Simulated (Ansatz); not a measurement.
Reactions of C₅H₇BO₂, SMILES `OB(O)C1=CCC=C1`.

Isolated molecules relaxed with PBE0-D4/def2-TZVP in Ansatz; ΔE leaves out vibrations. CBS: MP2 limit from def2 TZ/QZ plus the TZ coupled-cluster correction, frozen cores. This one scheme is used for every species, atoms too. No spin–orbit coupling; open shells (•) take unrestricted orbitals. Spin–orbit coupling would lower the free atoms: a little for B, C, O. def2 core potentials past Kr. For Te outer-core shells are correlated without core-valence functions, so the limit isn't a true one: a few kJ/mol of doubt a bond, and 10 to 20 or more in all where bonds break to atoms. One conformer a species, not always the lowest.

Problem. Order these by ΔE at CCSD(T)/CBS, lowest first. (Estimate.)
A. `OB(O)C1=CCC=C1` + CH₄ → `CC1=CCC=C1` + `OBO`
B. `OB(O)C1=CCC=C1` + `O[Si](Cl)(Cl)Cl` → `OB(O)O[Si](Cl)(Cl)Cl` + `C1=CCC=C1`
C. `OB(O)C1=CCC=C1` + `C[SiH2][TeH]` → `C[SiH2][Te]B(O)O` + `C1=CCC=C1`
D. `OB(O)C1=CCC=C1` + `C#N` → `N#CC1=CCC=C1` + `OBO`
E. `OB(O)C1=CCC=C1` → B• + 5 C• + 7 H• + 2 O•
F. `OB(O)C1=CCC=C1` + `FC(F)(F)S` → `OB(O)SC(F)(F)F` + `C1=CCC=C1`

Solution. B (-24.5 kcal/mol), F (-8.8 kcal/mol), C (-4.9 kcal/mol), D (+4.0 kcal/mol), A (+12.8 kcal/mol), E (+1654.9 kcal/mol).

Largest T1 diagnostic: 0.014, for `C#N`.
